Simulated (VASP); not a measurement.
The system is InSe.

```
In Se
1.0
     4.05614    0.00000    0.00000
    -2.02807    3.51272    0.00000
     0.00000    0.00000   16.74919
In Se
4 4
Direct
  0.00000 0.00000 0.58376
  0.00000 0.00000 0.41624
  0.33333 0.66667 0.91623
  0.33333 0.66667 0.08377
  0.66667 0.33333 0.83921
  0.66667 0.33333 0.16079
  0.33333 0.66667 0.66068
  0.33333 0.66667 0.33932
```

Measurements of this composition are mostly on another form, of space group No. 160.

Program: VASP 6.6.1. Alike in all runs: potentials or basis VASP PAW PBE potentials, release 64 (In_d, Se); cell as given; cutoff (eV) 520; smearing gaussian 0.03 eV. Hardware: 2 MPI ranks on Intel(R) Xeon(R) 6975P-C (Granite Rapids), on a shared host.

Order these runs on this cell by their wall time, lowest first.
A. task density of states; level PBEsol; spin off; k mesh 9 × 9 × 2; k mesh for the DOS 14 × 14 × 3; occupations for the DOS tetrahedron
B. task band structure; level PBEsol; spin off; k mesh 6 × 6 × 1
C. task band structure; level PBEsol; spin SOC, no magnetisation; k mesh 6 × 6 × 2
D. task band structure; level TB-mBJ; spin off; k mesh 9 × 9 × 2

B (43 s), A (170 s), D (800 s), C (2500 s).

Caveats: spin-orbit coupling is left out, which moves the levels of the heavy elements (some runs).
